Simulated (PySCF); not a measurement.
Bicyclo[1.1.0]butane, C₄H₆.
Atom-mapped SMILES: `[CH2:1]1[C@H:2]2[CH2:3][C@@H:4]12`

A calculation gives these core lines: C 1s: 290.76 (area 2), 290.99 (area 2) eV.

Theory: PySCF 2.14.0, delta-SCF UKS SCAN, pcX-2 on the ionised atom, pcseg-1 elsewhere, spin-free X2C. Isolated species at its PBE0-D3(BJ)/def2-SVP geometry, gas phase.

Which carbon gives which C 1s line?

290.76 eV: C2/C4 (sp3 carbon at a ring junction); 290.99 eV: C1/C3 (three-membered-ring carbon). The 2 C 1s values lie within 0.23 eV of each other; Gaussian lines of 0.5 eV full width would blend them into one maximum.

Bonded neighbours of each site: C1/C3: 2 C and 2 H; C2/C4: 3 C and H.

What is the longest wavelength that can ionise C 1s of C1/C3 vertically?

λ = hc/E = 12398.42 eV Å / 290.99 eV = 42.608 Å.

Atoms equivalent by their bonding share one computed value, that of the first of them.

Hardware: an x86-64 server with one thread, no GPU, shared host. Cost: 16 s of wall time.
